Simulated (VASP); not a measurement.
GaAs, 6 atoms in the cell. The cell holds a slab with vacuum, 6 atoms: a = 5.654 Å, b = 3.998 Å, c = 19.998 Å, α = 90.00°, β = 90.00°, γ = 90.00°. 

```yaml
Program: VASP 6.6.1
Task: relaxation of the atoms
Functional: PBEsol
Potentials_or_basis: VASP PAW PBE potentials, release 64 (Ga_d, As)
Cutoff: 520 eV
k_mesh: 4 × 6 × 1
Occupations: gaussian, width 0.05 eV
Spin: no spin polarisation
Dipole_correction: yes
Further_INCAR_settings: ALGO = Normal; EDIFF = 1e-07; IBRION = 2; EDIFFG = -0.015; NSW = 100
```

Potentials or basis: VASP PAW PBE potentials, release 64 (Ga_d, As).

Command:

```console
$ cat potpaw_PBE.64/Ga_d/POTCAR potpaw_PBE.64/As/POTCAR > POTCAR
$ mpirun -np 1 vasp_std > vasp.out
```

Hardware: 1 thread of Intel(R) Xeon(R) 6975P-C (Granite Rapids), with other jobs on the host.

**Question.** Estimate the wall time of this run.

**Answer.** Wall time 28 min on 1 thread of Intel(R) Xeon(R) 6975P-C (Granite Rapids), with other jobs on the host, peak memory 0.56 GiB. Counts: scf iterations 178, k points 12, ion steps 14.
